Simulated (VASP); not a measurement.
# InP (F-43m) in VASP: a series of runs

Runs on InP. Level: PBE. Tasks: relaxation of the atoms.

Everything below comes from runs of VASP 6.6.1. Logs are shortened: lines on timing, memory, paths and dates and some standing lists are left out, and cuts for length are marked.

### Step 1. The undisturbed crystal

Symmetry: F-43m, No. 216, cubic system. The conventional cell has a = 5.861 Å, b = 5.861 Å, c = 5.861 Å, α = 90.00°, β = 90.00°, γ = 90.00°. In (site symmetry -43m) has 4 P at 2.54 Å as nearest neighbours. P (site symmetry -43m) is surrounded by 4 In at 2.54 Å.

### Step 2. Relaxation of the atoms, PBE (a relaxed cell with its volume scaled by 0.96)

INCAR reads:

```
  PREC = Accurate
  ENCUT = 300
  EDIFF = 1E-7
  ISMEAR = 0
  SIGMA = 0.03
  LREAL = F
  LASPH = T
  NELM = 80
  ALGO = Normal
  ISIF = 2
  LWAVE = F
  LCHARG = F
  GGA = PE
  IBRION = 2
  NSW = 40
  EDIFFG = -0.01
```

KPOINTS reads:

```
regular mesh
0
Gamma
  4 4 4
```

POSCAR reads:

```
InP                                     
1.0
    0.0000000000      2.9599536694      2.9599536694
    2.9599536694      0.0000000000      2.9599536694
    2.9599536694      2.9599536694      0.0000000000
  In              P             
     1     1
Direct
     0.0000000000000000    0.0000000000000000    0.0000000000000000
     0.2500000000000000    0.2500000000000000    0.2500000000000000
```

Potentials or basis: VASP PAW PBE potentials, release 64 (In, P).

Run with:

```bash
$ cat potpaw_PBE.64/In/POTCAR potpaw_PBE.64/P/POTCAR > POTCAR
$ mpirun -np 1 vasp_std > vasp.out
```

OUTCAR:

```text
PREC = Accurate
   ENCUT = 300
   EDIFF = 1E-7
   ISMEAR = 0
   LREAL = F
   LASPH = T
   NELM = 80
   ISIF = 2
   GGA = PE
   IBRION = 2
   NSW = 40
   EDIFFG = -0.01

 ion  position               nearest neighbor table
   1  0.000  0.000  0.000-   2 2.56   2 2.56   2 2.56   2 2.56
   2  0.250  0.250  0.250-   1 2.56   1 2.56   1 2.56   1 2.56

  LATTYP: Found a face centered cubic cell.
 ALAT       =     5.9199073388

  Lattice vectors:

 A1 = (   0.0000000000,   2.9599536694,   2.9599536694)
 A2 = (   2.9599536694,   0.0000000000,   2.9599536694)
 A3 = (   2.9599536694,   2.9599536694,   0.0000000000)

Analysis of symmetry for initial positions (statically):
=====================================================================
 Subroutine PRICEL returns:
 Original cell was already a primitive cell.

 Routine SETGRP: Setting up the symmetry group for a
 face centered cubic supercell.

 Subroutine GETGRP returns: Found 24 space group operations
 (whereof 24 operations were pure point group operations)
 out of a pool of 48 trial point group operations.

The static configuration has the point symmetry T_d .

Analysis of symmetry for dynamics (positions and initial velocities):
=====================================================================
 Subroutine PRICEL returns:
 Original cell was already a primitive cell.

 Routine SETGRP: Setting up the symmetry group for a
 face centered cubic supercell.

 Subroutine GETGRP returns: Found 24 space group operations
 (whereof 24 operations were pure point group operations)
 out of a pool of 48 trial point group operations.

The dynamic configuration has the point symmetry T_d .

 Subroutine INISYM returns: Found 24 space group operations
 (whereof 24 operations are pure point group operations),
 and found     1 'primitive' translations

----------------------------------------------------------------------------------------

                                     Primitive cell

  volume of cell :      51.8662

  direct lattice vectors                    reciprocal lattice vectors
     0.000000000  2.959953669  2.959953669    -0.168921563  0.168921563  0.168921563
     2.959953669  0.000000000  2.959953669     0.168921563 -0.168921563  0.168921563
     2.959953669  2.959953669  0.000000000     0.168921563  0.168921563 -0.168921563

  length of vectors
     4.186006623  4.186006623  4.186006623     0.292580729  0.292580729  0.292580729

  position of ions in fractional coordinates (direct lattice)
     0.000000000  0.000000000  0.000000000
     0.250000000  0.250000000  0.250000000

  ion indices of the primitive-cell ions
   primitive index   ion index
                 1           1
                 2           2

----------------------------------------------------------------------------------------

 KPOINTS: regular mesh

Automatic generation of k-mesh.
 Grid dimensions read from file:
 generate k-points for:    4    4    4

 Generating k-lattice:

  Cartesian coordinates                     Fractional coordinates (reciprocal lattice)
    -0.042230391  0.042230391  0.042230391     0.250000000  0.000000000  0.000000000
     0.042230391 -0.042230391  0.042230391     0.000000000  0.250000000  0.000000000
     0.042230391  0.042230391 -0.042230391     0.000000000  0.000000000  0.250000000

  Length of vectors
     0.073145182  0.073145182  0.073145182

  Shift w.r.t. Gamma in fractional coordinates (k-lattice)
     0.000000000  0.000000000  0.000000000

 Subroutine IBZKPT returns following result:
 ===========================================

 Found      8 irreducible k-points:

 Following reciprocal coordinates:
            Coordinates               Weight
  0.000000  0.000000  0.000000      1.000000
  0.250000  0.000000  0.000000      8.000000
  0.500000  0.000000  0.000000      4.000000
  0.250000  0.250000  0.000000      6.000000
  0.500000  0.250000  0.000000     24.000000
 -0.250000  0.250000  0.000000     12.000000
  0.500000  0.500000  0.000000      3.000000
 -0.250000  0.500000  0.250000      6.000000
   k-points           NKPTS =      8   k-points in BZ     NKDIM =      8   number of bands    NBANDS=      8
   number of dos      NEDOS =    301   number of ions     NIONS =      2
   total plane-waves  NPLWV =  13824
   dimension x,y,z NGX =    24 NGY =   24 NGZ =   24
   dimension x,y,z NGXF=    48 NGYF=   48 NGZF=   48
   ions per type =               1   1
   NGX,Y,Z   is equivalent  to a cutoff of   9.53,  9.53,  9.53 a.u.
   NGXF,Y,Z  is equivalent  to a cutoff of  19.06, 19.06, 19.06 a.u.
 SYSTEM =  unknown system
   PREC   = accura    normal or accurate (medium, high low for compatibility)
   ISTART =      0    job   : 0-new  1-cont  2-samecut
   ICHARG =      2    charge: 1-file 2-atom 10-const
   ISPIN  =      1    spin polarized calculation?
   LNONCOLLINEAR =      F non collinear calculations
   LSORBIT =      F    spin-orbit coupling
   LASPH  =      T    aspherical Exc in radial PAW
   ENCUT  =  300.0 eV  22.05 Ry    4.70 a.u.   5.91  5.91  5.91*2*pi/ulx,y,z
   NELM   =     80;   NELMIN=  2; NELMDL= -5     # of ELM steps
   EDIFF  = 0.1E-06   stopping-criterion for ELM
   LREAL  =      F    real-space projection
   EDIFFG = -.1E-01   stopping-criterion for IOM
   NSW    =     40    number of steps for IOM
   IBRION =      2    ionic relax: 0-MD 1-quasi-New 2-CG
   NFREE  =      1    steps in history (QN), initial steepest desc. (CG)
   ISIF   =      2    stress and relaxation
   ISYM   =      2    0-nonsym 1-usesym 2-fastsym
   POTIM  = 0.5000    time-step for ionic-motion
   TEBEG  =    0.0;   TEEND  =   0.0 temperature during run
   PSTRESS=    0.0 pullay stress
   NELECT =       8.0000    total number of electrons
   NUPDOWN=      -1.0000    fix difference up-down
   EMIN   =  10.00;   EMAX   =-10.00  energy-range for DOS
   EFERMI =   0.00;   METHOD = LEGACY
   ISMEAR =     0;   SIGMA  =   0.03  broadening in eV -4-tet -1-fermi 0-gaus
   EFERMI_NEDOS =   21; number of points for ismear=-14 and -15
   IALGO  =     38    algorithm
   IMIX   =      4    mixing-type and parameters
     AMIX     =   0.40;   BMIX     =  1.00
     AMIX_MAG =   1.60;   BMIX_MAG =  1.00
  volume/ion in A,a.u.               =      25.93       175.01
  Fermi-wavevector in a.u.,A,eV,Ry     =   0.877964  1.659111 10.487647  0.770820
  Thomas-Fermi vector in A             =   1.997985
   LORBIT       =      0    0 simple, 1 ext, 2 COOP (PROOUT), +10 PAW based schemes
   GGA     = PE    functional components
   LHFCALC =     F    Hartree Fock is set to
   AEXX    =    0.0000 exact exchange contribution
   IVDW    =     0    specifies the selected vdW correction
   LEPSILON=     F    determine dielectric tensor
   LRPA    =     F    only Hartree local field effects (RPA)
 conjugate gradient relaxation of ions
 non-spin polarized calculation
 Gauss-broadening in eV      SIGMA  =   0.03
  energy-cutoff  :      300.00
  volume of cell :       51.87
 maximum number of plane-waves:       620
   NGX = 11   NGY = 11   NGZ = 11

 number of electron       8.0000001 magnetization

 Free energy of the ion-electron system (eV)
  ---------------------------------------------------
  ext. energy  EPLUGINS =         0.00000000
  ---------------------------------------------------
  free energy    TOTEN  =        -8.21774139 eV

  energy without entropy =       -8.21774139  energy(sigma->0) =       -8.21774139

 E-fermi :   3.7680     XC(G=0):  -8.8859

 val. band max:        3.6409770678   @ k =   0.0000   0.0000   0.0000
 cond. band min:       4.2276258349   @ k =   0.0000   0.0000   0.0000
 fundamental gap:      0.5866487671
 Fermi energy:         3.7680035887

 k-point     1 :       0.0000    0.0000    0.0000
  band No.  band energies     occupation
      1      -7.6588      2.00000
      2       3.6410      2.00000
      3       3.6410      2.00000
      4       3.6410      2.00000
      5       4.2276      0.00000
      6       7.7469      0.00000
      7       7.7469      0.00000
      8       7.7469      0.00000

 k-point     2 :       0.2500    0.0000    0.0000
  band No.  band energies     occupation
      1      -7.0827      2.00000
      2       0.2411      2.00000
      3       3.1080      2.00000
      4       3.1080      2.00000
      5       5.3776      0.00000
      6       8.4274      0.00000
      7       8.4274      0.00000
      8       8.8936      0.00000

 k-point     3 :       0.5000    0.0000    0.0000
  band No.  band energies     occupation
      1      -6.2026      2.00000
      2      -1.9177      2.00000
      3       2.7117      2.00000
      4       2.7117      2.00000
      5       5.0956      0.00000
      6       8.4557      0.00000
      7       8.4557      0.00000
      8      10.6671      0.00000

 k-point     4 :       0.2500    0.2500    0.0000
  band No.  band energies     occupation
      1      -6.8823      2.00000
      2       0.3084      2.00000
      3       2.2906      2.00000
      4       2.2906      2.00000
      5       6.1614      0.00000
      6       6.7102      0.00000
      7       9.9648      0.00000
      8       9.9648      0.00000

 k-point     5 :       0.5000    0.2500    0.0000
  band No.  band energies     occupation
      1      -5.9574      2.00000
      2      -1.5596      2.00000
      3       1.0269      2.00000
      4       1.9758      2.00000
      5       6.2028      0.00000
      6       7.9708      0.00000
      7       9.7851      0.00000
      8      10.2550      0.00000

 k-point     6 :      -0.2500    0.2500    0.0000
  band No.  band energies     occupation
      1      -6.2938      2.00000
      2      -1.0417      2.00000
      3       0.9251      2.00000
      4       2.6589      2.00000
      5       6.5997      0.00000
      6       8.6649      0.00000
      7       9.1704      0.00000
      8       9.2524      0.00000

 k-point     7 :       0.5000    0.5000    0.0000
  band No.  band energies     occupation
      1      -5.6035      2.00000
      2      -1.9739      2.00000
      3       1.4218      2.00000
      4       1.4218      2.00000
      5       5.4484      0.00000
      6       5.9300      0.00000
      7      12.6802      0.00000
      8      13.0498      0.00000

 k-point     8 :      -0.2500    0.5000    0.2500
  band No.  band energies     occupation
      1      -5.5572      2.00000
      2      -1.8132      2.00000
      3       0.7920      2.00000
      4       0.8656      2.00000
      5       7.9314      0.00000
      6       7.9328      0.00000
      7       9.1436      0.00000
      8       9.8573      0.00000

------------------------ aborting loop because EDIFF is reached ----------------------------------------

  FORCE on cell =-STRESS in cart. coord.  units (eV):
  Direction    XX          YY          ZZ          XY          YZ          ZX
  --------------------------------------------------------------------------------------
  -------------------------------------------------------------------------------------
  Total        0.9111577      0.9111577      0.9111577      0.0000000      0.0000000      0.0000000
  in kB       28.1461768     28.1461768     28.1461768      0.0000000      0.0000000      0.0000000
  external PRESSURE =      28.1461768 kB  Pullay stress =       0.0000000 kB

 VOLUME and BASIS-vectors are now :
 -----------------------------------------------------------------------------
  energy-cutoff  :      300.00
  volume of cell :       51.87
      direct lattice vectors                 reciprocal lattice vectors
     0.000000000  2.959953669  2.959953669    -0.168921563  0.168921563  0.168921563
     2.959953669  0.000000000  2.959953669     0.168921563 -0.168921563  0.168921563
     2.959953669  2.959953669  0.000000000     0.168921563  0.168921563 -0.168921563

 POSITION                                       TOTAL-FORCE (eV/Angst)
 -----------------------------------------------------------------------------------
      0.00000      0.00000      0.00000         0.000000      0.000000      0.000000
      1.47998      1.47998      1.47998        -0.000000     -0.000000     -0.000000
 -----------------------------------------------------------------------------------
    total drift:                               -0.000001     -0.000001     -0.000001

  FREE ENERGIE OF THE ION-ELECTRON SYSTEM (eV)
  ---------------------------------------------------
  free  energy   TOTEN  =        -8.2177413932 eV

  energy  without entropy=       -8.2177413932  energy(sigma->0) =       -8.21774139

 reached required accuracy - stopping structural energy minimisation
```

Run time: 2 s. Hardware: 1 thread of Intel Xeon 6975P-C (Granite Rapids), shared host; peak memory 0.13 GiB.

What came out:

```yaml
Free_energy: -8.2177 eV
Pressure_after_relaxing: 2.8 GPa
Band_gap_on_the_k_mesh: 0.59 eV, direct
```

Final structure:
```
In P
1.0
     0.00000    2.95995    2.95995
     2.95995    0.00000    2.95995
     2.95995    2.95995    0.00000
In P
1 1
Direct
  0.00000 0.00000 0.00000
  0.25000 0.25000 0.25000
```

Caveat: the k mesh is coarse (spacing up to 0.46 Å⁻¹), so the values aren't converged; the cutoff is under 1.25 times the usual one of these potentials, so pressure, stress and relaxed cells hold a basis-set (Pulay) error; the relaxation stopped at its first step, so nothing moved; spin-orbit coupling is left out, which moves the levels of the heavy elements.

[end of part 1 of 2]
